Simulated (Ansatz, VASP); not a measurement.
**Mn3Sn in VASP and in Ansatz**

```
CELL_PARAMETERS angstrom
5.46677 0.00000 0.00000
-2.73338 4.73436 0.00000
0.00000 0.00000 4.15226
ATOMIC_POSITIONS crystal
Mn 0.85367 0.70733 0.25000
Mn 0.14633 0.85367 0.75000
Mn 0.29267 0.14633 0.25000
Mn 0.14633 0.29267 0.75000
Mn 0.85367 0.14633 0.25000
Mn 0.70733 0.85367 0.75000
Sn 0.33333 0.66667 0.25000
Sn 0.66667 0.33333 0.75000
```

Alike in both runs: task single point; functional PBE; k mesh 8 × 8 × 8; occupations gaussian, width 0.05 eV; no spin polarisation.

|  | VASP | Ansatz |
| --- | --- | --- |
| version | VASP 6.6.1 | Ansatz 0.2.0 |
| potentials or method | VASP PAW PBE potentials, release 64 (Mn_pv, Sn_d) | scalar-relativistic, plane waves, PAW |
| plane-wave cutoff (eV) | 520 | 420 |
| valence electrons in the cell | 106 | 118 |

|  | VASP | Ansatz | Ansatz less VASP |
| --- | --- | --- | --- |
| gap on the k mesh at the Fermi level (eV) | none | none | - |
| pressure (GPa) | 0.0 | 0.0 | -0.03 |

A gap of «none» marks a metal or a gap that the smearing closes. With one functional, cell and mesh, what is left measures potentials, basis and numerics. The two sets of potentials don't hold the same shells in valence.

Spin polarisation is off, so any magnetic state and its effect on volume and gap are missing.
